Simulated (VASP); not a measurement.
Output of a VASP run:

File OSZICAR:
```
       N       E                     dE             d eps       ncg     rms          rms(c)
DAV:   1     0.576184881074E+03    0.57618E+03   -0.27086E+04  2524   0.436E+03
DAV:   2     0.429762029007E+02   -0.53321E+03   -0.51551E+03  2058   0.949E+02
DAV:   3    -0.443709930912E+02   -0.87347E+02   -0.86260E+02  2168   0.228E+02
DAV:   4    -0.490490918092E+02   -0.46781E+01   -0.46648E+01  2190   0.620E+01
DAV:   5    -0.491618863359E+02   -0.11279E+00   -0.11276E+00  2257   0.947E+00    0.143E+01
DAV:   6    -0.439334890202E+02    0.52284E+01   -0.19020E+01  2932   0.794E+01    0.469E+00
DAV:   7    -0.439043720775E+02    0.29117E-01   -0.13942E+00  2154   0.749E+00    0.269E+00
DAV:   8    -0.438317028669E+02    0.72669E-01   -0.17506E-01  2718   0.521E+00    0.515E-01
DAV:   9    -0.438243684637E+02    0.73344E-02   -0.34507E-02  2919   0.284E+00    0.137E-01
DAV:  10    -0.438244138812E+02   -0.45418E-04   -0.19176E-03  2421   0.356E-01    0.562E-02
DAV:  11    -0.438244134742E+02    0.40706E-06   -0.63239E-05  2399   0.125E-01    0.233E-02
DAV:  12    -0.438244097492E+02    0.37250E-05   -0.10699E-05  2650   0.769E-02    0.752E-03
DAV:  13    -0.438244095189E+02    0.23031E-06   -0.48315E-06  2952   0.236E-02    0.183E-03
DAV:  14    -0.438244094707E+02    0.48222E-07   -0.33841E-07  1887   0.960E-03
   1 F= -.43824409E+02 E0= -.43824409E+02  d E =-.438244E+02
       N       E                     dE             d eps       ncg     rms          rms(c)
DAV:   1    -0.438293320294E+02   -0.49225E-02   -0.13289E+00  2084   0.762E+00    0.476E-01
DAV:   2    -0.438297414473E+02   -0.40942E-03   -0.52559E-02  2434   0.199E+00    0.283E-01
DAV:   3    -0.438273772944E+02    0.23642E-02   -0.28580E-03  2677   0.720E-01    0.810E-02
DAV:   4    -0.438273296066E+02    0.47688E-04   -0.10961E-03  2392   0.285E-01    0.235E-02
DAV:   5    -0.438273239897E+02    0.56170E-05   -0.11946E-04  2174   0.109E-01    0.782E-03
DAV:   6    -0.438273230721E+02    0.91762E-06   -0.85993E-06  2782   0.404E-02    0.287E-03
DAV:   7    -0.438273230862E+02   -0.14159E-07   -0.67572E-07  2158   0.807E-03
   2 F= -.43827323E+02 E0= -.43827323E+02  d E =-.291362E-02
       N       E                     dE             d eps       ncg     rms          rms(c)
DAV:   1    -0.438273280289E+02   -0.49568E-05   -0.13127E-03  2195   0.240E-01    0.150E-02
DAV:   2    -0.438273283496E+02   -0.32070E-06   -0.51185E-05  2374   0.631E-02    0.890E-03
DAV:   3    -0.438273260361E+02    0.23135E-05   -0.27369E-06  2441   0.222E-02    0.261E-03
DAV:   4    -0.438273259877E+02    0.48423E-07   -0.11531E-06  2413   0.860E-03    0.737E-04
DAV:   5    -0.438273259826E+02    0.51587E-08   -0.11229E-07  1427   0.397E-03
   3 F= -.43827326E+02 E0= -.43827326E+02  d E =-.291651E-02
       N       E                     dE             d eps       ncg     rms          rms(c)
DAV:   1    -0.438282833939E+02   -0.95741E-03   -0.38366E-02  1991   0.158E+00    0.190E-01
DAV:   2    -0.438277840418E+02    0.49935E-03   -0.11869E-03  2595   0.466E-01    0.114E-01
DAV:   3    -0.438274875457E+02    0.29650E-03   -0.41954E-04  2925   0.294E-01    0.930E-03
DAV:   4    -0.438274923130E+02   -0.47673E-05   -0.75358E-05  2057   0.735E-02    0.684E-03
DAV:   5    -0.438274919374E+02    0.37557E-06   -0.20182E-06  2627   0.147E-02    0.326E-03
DAV:   6    -0.438274919231E+02    0.14284E-07   -0.31585E-07  1868   0.578E-03
   4 F= -.43827492E+02 E0= -.43827492E+02  d E =-.165941E-03
```

OUTCAR:
```
------------------------ aborting loop because EDIFF is reached ----------------------------------------
  FORCE on cell =-STRESS in cart. coord.  units (eV):
  Direction    XX          YY          ZZ          XY          YZ          ZX
  --------------------------------------------------------------------------------------
  Total       -2.4327024     -2.4327024     -2.4191954      0.0000000      0.0000000      0.0000000
  in kB      -68.4179422    -68.4179422    -68.0380687      0.0000000      0.0000000      0.0000000
  external PRESSURE =     -68.2913177 kB  Pullay stress =       0.0000000 kB
  volume of cell :       56.97
      direct lattice vectors                 reciprocal lattice vectors
     4.441686348 -0.000000000  0.000000000     0.225139715 -0.000000000  0.000000000
     0.000000000  4.441686348  0.000000000     0.000000000  0.225139715  0.000000000
     0.000000000  0.000000000  2.887578352     0.000000000  0.000000000  0.346310949
 POSITION                                       TOTAL-FORCE (eV/Angst)
 -----------------------------------------------------------------------------------
      0.00000      4.44169      2.88758         0.000000     -0.000000     -0.000000
      2.22084      2.22084      1.44379         0.000000     -0.000000     -0.000000
      1.36253      1.36253      2.88758         0.001209      0.001209      0.000000
      3.58337      0.85832      1.44379         0.001209     -0.001209     -0.000000
      0.85832      3.58337      1.44379        -0.001209      0.001209     -0.000000
      3.07916      3.07916      0.00000        -0.001209     -0.001209     -0.000000
 -----------------------------------------------------------------------------------
    total drift:                                0.000000      0.000000      0.000000
  FREE ENERGIE OF THE ION-ELECTRON SYSTEM (eV)
  ---------------------------------------------------
  free  energy   TOTEN  =       -43.8274919231 eV

  energy  without entropy=      -43.8274919231  energy(sigma->0) =      -43.82749192

 reached required accuracy - stopping structural energy minimisation
```
(Selected blocks of OUTCAR.)

### POSCAR
```
GeO2
1
    4.4316696430     0.0000000000     0.0000000000
    0.0000000000     4.4316696430     0.0000000000
    0.0000000000     0.0000000000     2.9006464326
Ge O
2 4
Direct
  0.0000000000   0.0000000000   0.0000000000
  0.5000000000   0.5000000000   0.5000000000
  0.3057535521   0.3057535521   0.0000000000
  0.8057535521   0.1942464479   0.5000000000
  0.1942464479   0.8057535521   0.5000000000
  0.6942464479   0.6942464479   0.0000000000
```

Question: Reconstruct the remaining input files.

Answer: Several could match; the one computed here: the input of the run itself, LDA (Ceperley-Alder, Perdew-Zunger), plane waves, VASP's LDA PAW potentials (set 64).

File KPOINTS:
```
Automatic
0
G
  5 5 8
0 0 0
```

### INCAR
```
# general
SYSTEM  = GeO2
PREC    = Accurate
ENCUT   = 520
LREAL   = .False.
LASPH   = .True.

# electronic loop
EDIFF   = 1E-7
NELM    = 100
ALGO    = Normal
LMAXMIX = 4

# smearing
ISMEAR  = 0
SIGMA   = 0.05

# ions
IBRION  = 2
NSW     = 30
ISIF    = 4
EDIFFG  = -0.01

# output
LWAVE   = .False.
LCHARG  = .False.
```

POTCAR, in this order: Ge_d O (LDA.64 set). Program: vasp_std.

The compound is GeO2 in the rutile structure. This cell is one point of a volume scan, at 1.03 of the reference volume. Symmetry was kept, so distortions that lower it aren't found.
